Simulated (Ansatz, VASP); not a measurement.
# Two plane-wave programs on CO2

```
C O
1.0
    -1.97705    1.97705    3.00009
     1.97705   -1.97705    3.00009
     1.97705    1.97705   -3.00009
C O
2 4
Cartesian
  0.0000 0.0000 0.0000
  0.0000 1.9771 1.5000
  0.6523 0.9885 0.7500
  -0.9885 1.3248 2.2501
  1.3248 0.9885 3.7501
  2.9656 0.6523 -0.7500
```

Alike in both runs: task relaxation of cell and atoms; functional PBE; k mesh 8 × 8 × 8; occupations gaussian, width 0.02 eV; no spin polarisation.

```csv
,VASP,Ansatz
version,VASP 6.6.1,Ansatz 0.2.0
potentials or method,"VASP PAW PBE potentials, release 64 (C, O)","scalar-relativistic, plane waves, PAW"
plane-wave cutoff (eV),600,420
valence electrons in the cell,32,32
```

|  | VASP | Ansatz | Ansatz less VASP |
| --- | --- | --- | --- |
| gap on the k mesh at the Fermi level, each at its own relaxed structure (eV) | 7.63 | 7.71 | +0.080 |
| relaxed volume (Å³/atom) | 7.84 | 7.84 | -0.006 |
| relaxed cell length with the largest relative difference (Å) | 4.102 | 4.100 | -0.0018 |

A k mesh can miss the band edges. A hybrid or GW would open this gap; PBE tends to underestimate it. PBE usually gives volumes a little too large and moduli too small.
